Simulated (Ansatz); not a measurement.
Runs of Ansatz 0.2.0 on ZrS2. It takes space group P-3m1 (No. 164, trigonal). The conventional cell has a = 3.691 Å, b = 3.691 Å, c = 6.041 Å, α = 90.00°, β = 90.00°, γ = 120.00°. Around Zr (site symmetry -3m) lie 6 S at 2.57 Å. S (site symmetry 3m) is surrounded by 3 Zr at 2.57 Å. The cell is a database's computed one.

| task | level | potentials or basis | U | gap on the mesh (eV) | pressure (GPa) | largest force (eV/Å) |
| --- | --- | --- | --- | --- | --- | --- |
| density of states | PBEsol | all-electron LAPW, scalar-relativistic | - | 0.98 | -2.5 | 0.15 |
| band structure | PBEsol | all-electron LAPW, inner shells corrected to Dirac's equation | - | 0.98 | -2.5 | 0.15 |
| density of states | PBEsol+U | all-electron LAPW, scalar-relativistic | Zr d U = 6 eV | 2.06 | 3.2 | 0.23 |
| density of states | PBEsol+U | all-electron LAPW, scalar-relativistic | Zr d U = 2 eV | 1.25 | (b) | 0.04 |
| density of states | PBEsol+U | all-electron LAPW, scalar-relativistic | Zr d U = 8 eV | 2.61 | (a) | (c) |

Alike in all rows: no spin polarisation; cell as given; k mesh 8 × 8 × 5; cutoff (eV) 201; smearing fermi-dirac 0.05 eV; basis error allowed 0.002 eV/atom.

Q: Estimate the missing entries.

A: (a) 5.4; (b) -0.8; (c) 0.39.

Caveats: this functional lacks dispersion, which binds the layers, so the pressure and a relaxed spacing across them are unreliable; an odd mesh through Γ misses points on the zone boundary, where band edges often lie (some runs); U is the effective U less J, on atomic orbitals that reach past the spheres (some runs).

A k mesh can miss the band edges, and the runs leave out spin-orbit coupling on Zr.
